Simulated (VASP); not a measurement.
# Ge (Cmmm) in VASP: notebook, part 2 of 2

VASP 6.6.1.

## (3) Single point, PBEsol

This run uses another cell than the first one, of 20.98 Å³/atom, 1.029 times its volume.

Contents of INCAR:

```
SYSTEM = Ge
ALGO     = Normal         ! electronic algorithm
EDIFF    = 1E-6           ! SCF threshold, eV
ENCUT    = 520            ! plane-wave cutoff, eV
GGA      = PS             ! functional
ISIF     = 2              ! what is computed and relaxed
ISMEAR   = 0              ! smearing method
LASPH    = .True.         ! aspherical terms in the spheres
LCHARG   = .False.        ! write CHGCAR
LREAL    = .False.        ! projectors in reciprocal space
LWAVE    = .False.        ! write WAVECAR
NBANDS   = 13             ! bands
NELM     = 80             ! most SCF steps
PREC     = Accurate       ! precision mode
SIGMA    = 0.1            ! smearing width, eV
```

Contents of KPOINTS:

```
k-points
0
Gamma
  9 9 9
  0 0 0
```

Contents of POSCAR:

```
Ge
1.0
    1.4289666240     -2.6598151212      0.0000000000
    1.4289666240      2.6598151212      0.0000000000
    0.0000000000      0.0000000000      2.7597435724
Ge
1
Direct
    0.5000000000      0.5000000000      0.0000000000
```

Potentials or basis: VASP PAW PBE potentials, release 64 (Ge_d).

On the command line:

```bash
$ cat potpaw_PBE.64/Ge_d/POTCAR > POTCAR
$ mpirun -np 1 vasp_std > vasp.out
```

Run time: 13 s. Hardware: 1 thread of Intel Xeon Platinum 8488C (Sapphire Rapids), shared host; peak memory 0.15 GiB.

The run converged. Its results:

* Free energy: -4.6933 eV
* Pressure: -7.7 GPa
* Band gap on the k mesh: none (metal or under the smearing width)

Stress tensor (GPa, compression positive):
```
-6.63  0.00  0.00
 0.00 -7.69  0.00
 0.00  0.00 -8.94
```

Levels at points of the mesh, in eV from the Fermi level:
| k point | band 3 | band 4 | band 5 | band 6 | band 7 | band 8 | band 9 | band 10 | band 11 | band 12 |
| --- | --- | --- | --- | --- | --- | --- | --- | --- | --- | --- |
| (0.00, 0.00, 0.00) | -24.51 | -24.43 | -24.42 | -12.32 | 6.30 | 6.69 | 8.07 | 9.92 | 12.03 | 14.04 |

Caveat: the PAW data sets were made with another functional, which shifts forces and pressure a little.

## (4) Single point, PBEsol

This run uses another cell than the first one, of 19.80 Å³/atom, 0.971 times its volume.

Contents of INCAR:

```
SYSTEM = Ge
PREC     = Accurate       ! precision mode
ENCUT    = 520            ! plane-wave cutoff, eV
EDIFF    = 1E-6           ! SCF threshold, eV
ISMEAR   = 0              ! smearing method
SIGMA    = 0.1            ! smearing width, eV
LREAL    = .FALSE.        ! projectors in reciprocal space
LASPH    = .TRUE.         ! aspherical terms in the spheres
NELM     = 100            ! most SCF steps
ALGO     = Fast           ! electronic algorithm
ISIF     = 2              ! what is computed and relaxed
LWAVE    = .FALSE.        ! write WAVECAR
LCHARG   = .FALSE.        ! write CHGCAR
GGA      = PS             ! functional
NBANDS   = 13             ! bands
```

Contents of KPOINTS:

```
Automatic mesh
0
G
  9 9 9
  0 0 0
```

Contents of POSCAR:

```
Ge
1.0
    1.4017415623     -2.6091395984      0.0000000000
    1.4017415623      2.6091395984      0.0000000000
    0.0000000000      0.0000000000      2.7071641855
Ge
1
Direct
    0.5000000000      0.5000000000      0.0000000000
```

Potentials or basis: VASP PAW PBE potentials, release 64 (Ge_d).

On the command line:

```bash
$ cat potpaw_PBE.64/Ge_d/POTCAR > POTCAR
$ mpirun -np 1 vasp_std > vasp.out
```

OUTCAR:

```text
SYSTEM = Ge
   PREC = Accurate
   ENCUT = 520
   EDIFF = 1E-6
   ISMEAR = 0
   LREAL = .FALSE.
   LASPH = .TRUE.
   NELM = 100
   ISIF = 2
   GGA = PS

 ion  position               nearest neighbor table
   1  0.500  0.500  0.000-

  LATTYP: Found a base centered orthorhombic cell.
 ALAT       =     2.8034831246
 B/A-ratio  =     1.8613556654
 C/A-ratio  =     0.9656431179

  Lattice vectors:

 A1 = (   1.4017415623,  -2.6091395984,   0.0000000000)
 A2 = (   1.4017415623,   2.6091395984,   0.0000000000)
 A3 = (   0.0000000000,   0.0000000000,   2.7071641855)

Analysis of symmetry for initial positions (statically):
=====================================================================
 Subroutine PRICEL returns:
 Original cell was already a primitive cell.

 Routine SETGRP: Setting up the symmetry group for a
 base centered orthorhombic supercell.

 Subroutine GETGRP returns: Found  8 space group operations
 (whereof  8 operations were pure point group operations)
 out of a pool of  8 trial point group operations.

The static configuration has the point symmetry D_2h.

Analysis of symmetry for dynamics (positions and initial velocities):
[... 173 lines left out ...]
      5     -18.4624      2.00000
      6      -6.8175      2.00000
      7      12.5649      0.00000
      8      13.0368      0.00000
      9      14.5139      0.00000
     10      16.1064      0.00000
     11      18.3793      0.00000
     12      20.6785      0.00000
     13      20.9139      0.00000
[... 354 lines left out ...]
  band No.  band energies     occupation
      1     -18.6666      2.00000
      2     -18.5832      2.00000
      3     -18.5123      2.00000
      4     -18.4956      2.00000
      5     -18.4751      2.00000
      6      -2.4705      2.00000
      7       0.7780      2.00000
      8       8.7109      0.00000
      9      15.8984      0.00000
     10      17.8730      0.00000
     11      21.8077      0.00000
     12      22.2527      0.00000
     13      22.6295      0.00000

 [... further k-points ...]

------------------------ aborting loop because EDIFF is reached ----------------------------------------

  FORCE on cell =-STRESS in cart. coord.  units (eV):
  Direction    XX          YY          ZZ          XY          YZ          ZX
  --------------------------------------------------------------------------------------
  -------------------------------------------------------------------------------------
  Total       -0.3421917     -0.5828517     -0.7409246      0.0000000      0.0000000      0.0000000
  in kB      -27.6866329    -47.1583725    -59.9480065      0.0000000      0.0000000      0.0000000
  external PRESSURE =     -44.9310040 kB  Pullay stress =       0.0000000 kB

 VOLUME and BASIS-vectors are now :
 -----------------------------------------------------------------------------
  energy-cutoff  :      520.00
  volume of cell :       19.80
      direct lattice vectors                 reciprocal lattice vectors
     1.401741562 -2.609139598  0.000000000     0.356699133 -0.191634055  0.000000000
     1.401741562  2.609139598  0.000000000     0.356699133  0.191634055  0.000000000
     0.000000000  0.000000000  2.707164185     0.000000000  0.000000000  0.369390230

 POSITION                                       TOTAL-FORCE (eV/Angst)
 -----------------------------------------------------------------------------------
      1.40174      0.00000      0.00000        -0.000000      0.000000      0.000000
 -----------------------------------------------------------------------------------
    total drift:                               -0.000000     -0.000000     -0.000000

  FREE ENERGIE OF THE ION-ELECTRON SYSTEM (eV)
  ---------------------------------------------------
  free  energy   TOTEN  =        -4.7391752652 eV

  energy  without entropy=       -4.7380534211  energy(sigma->0) =       -4.73861434
```

It took 13 s on 1 thread of Intel Xeon Platinum 8488C (Sapphire Rapids), shared host; peak memory 0.15 GiB.

What came out:

| Property | Result |
| --- | --- |
| Free energy | -4.7392 eV |
| Pressure | -4.5 GPa |
| Band gap on the k mesh | none (metal or under the smearing width) |

Levels at points of the mesh, in eV from the Fermi level:
| k point | band 3 | band 4 | band 5 | band 6 | band 7 | band 8 | band 9 | band 10 | band 11 | band 12 |
| --- | --- | --- | --- | --- | --- | --- | --- | --- | --- | --- |
| (0.00, 0.00, 0.00) | -24.55 | -24.46 | -24.44 | -12.80 | 6.58 | 7.06 | 8.53 | 10.13 | 12.40 | 14.70 |

Caveat: the PAW data sets were made with another functional, which shifts forces and pressure a little.

## (5) The runs side by side

```csv
cell,gap on the mesh (eV),pressure (GPa)
"Cmmm, 20.39 Å³/atom",none,-6.4
"Cmmm, 20.98 Å³/atom",none,-7.7
"Cmmm, 19.8 Å³/atom",none,-4.5
```

Alike in all rows: task single point; level PBEsol; potentials or basis VASP PAW PBE potentials, release 64 (Ge_d); no spin polarisation; k mesh 9 × 9 × 9; cutoff (eV) 520; smearing gaussian 0.1 eV.

Every run on the cell as given and a fine mesh finds a metal.

Caveats: the PAW data sets were made with another functional, which shifts forces and pressure a little.

Absolute energies hang on the potentials; compare differences alone.
